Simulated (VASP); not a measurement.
Set up this calculation in VASP 6.6.1, as the native input.

* Task: relaxation of cell and atoms
* Functional: PBEsol
* Potentials or basis: VASP PAW PBE potentials, release 64 (Cd, Si, P)
* Cutoff: 600 eV
* k mesh: 8 × 8 × 8
* Occupations: gaussian, width 0.03 eV
* Spin: no spin polarisation
* Further INCAR settings: ALGO = Normal; EDIFF = 1e-06; IBRION = 2; EDIFFG = -0.01; NSW = 90; ISIF = 3

The structure of CdSiP2 lies in POSCAR:

```
CdSiP2
1.0
   -2.8436137418      2.8436137418      5.2485579018
    2.8436137418     -2.8436137418      5.2485579018
    2.8436137418      2.8436137418     -5.2485579018
Cd Si P
2 2 4
Direct
    0.7500000000      0.2500000000      0.5000000000
    0.0000000000      0.0000000000      0.0000000000
    0.5000000000      0.5000000000      0.0000000000
    0.2500000000      0.7500000000      0.5000000000
    0.8750000000      0.8281283000      0.4531283000
    0.1718717000      0.6250000000      0.0468717000
    0.3750000000      0.4218717000      0.5468717000
    0.5781283000      0.1250000000      0.9531283000
```

The cell is a database's computed one.

One way to write it, as run:

INCAR

```
SYSTEM = CdSiP2
PREC = Accurate
ENCUT = 600
EDIFF = 1E-6
ISMEAR = 0
SIGMA = 0.03
LREAL = .FALSE.
LASPH = .TRUE.
NELM = 80
ALGO = Normal
ISIF = 3
LWAVE = .FALSE.
LCHARG = .FALSE.
GGA = PS
IBRION = 2
NSW = 90
EDIFFG = -0.01
KPAR = 2
```

KPOINTS

```
regular mesh
0
G
  8 8 8
  0 0 0
```

Potentials or basis: VASP PAW PBE potentials, release 64 (Cd, Si, P).

Command:

```bash
$ cat potpaw_PBE.64/Cd/POTCAR potpaw_PBE.64/Si/POTCAR potpaw_PBE.64/P/POTCAR > POTCAR
$ mpirun -np 2 vasp_std > vasp.out
```

Results of the run:

```json
{
  "Relaxed volume": "20.96 Å³/atom",
  "Relaxed cell": "a = 6.594 Å, b = 6.594 Å, c = 6.594 Å, α = 129.21°, β = 129.21°, γ = 74.67°",
  "Space group after relaxing (to 0.05 Å)": "I-42d (No. 122)",
  "Energy gained by relaxing": "1.9 meV/atom",
  "Ionic steps": "7",
  "Pressure after relaxing": "0.0 GPa",
  "Band gap on the k mesh": "1.23 eV, direct"
}
```

Caveat: the PAW data sets were made with another functional, which shifts forces and pressure a little.

It took 11 min on 2 MPI ranks on Intel(R) Xeon(R) 6975P-C (Granite Rapids), with other jobs on the host, peak memory 0.66 GiB a rank.
